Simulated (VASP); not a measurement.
Runs of VASP 6.6.1 on SnSe. Symmetry: Pnma, No. 62, orthorhombic system. The conventional cell has a = 11.495 Å, b = 4.177 Å, c = 4.370 Å, α = 90.00°, β = 90.00°, γ = 90.00°. Around Sn (site symmetry m) lie 3 Se at 2.76 to 2.83 Å. Se (site symmetry m) has 3 Sn at 2.76 to 2.83 Å as nearest neighbours. 

```csv
task,level,spin,cell,k mesh,cutoff (eV),gap on the mesh (eV),pressure (GPa),largest force (eV/Å)
relaxation of cell and atoms,PBE+D3(BJ),off,relaxed,4 × 8 × 8,600,0.54,0.0,-
band structure,PBE+D3(BJ),off,"Pnma, 26.24 Å³/atom",4 × 8 × 8,520,0.54,0.0,-
band structure,r2SCAN,off,"Pnma, 26.24 Å³/atom",4 × 8 × 8,520,0.75,(a),0.22
band structure,PBE+D3(BJ),"SOC, no magnetisation","Pnma, 26.24 Å³/atom",2 × 6 × 6,520,-,0.1,(b)
```

Alike in all rows: potentials or basis VASP PAW PBE potentials, release 64 (Sn_d, Se); smearing gaussian 0.03 eV.

Question: Fill in the values left out.

Answer: (a) 1.1; (b) 0.03.

Caveats: spin-orbit coupling is left out, which moves the levels of the heavy elements (some runs); the mesh misses the band edges, which the band path finds closer together (some runs); the PAW data sets were made with another functional, which shifts forces and pressure a little (some runs).

A k mesh can miss the band edges, and rows without SOC leave out spin-orbit coupling on Se, Sn.
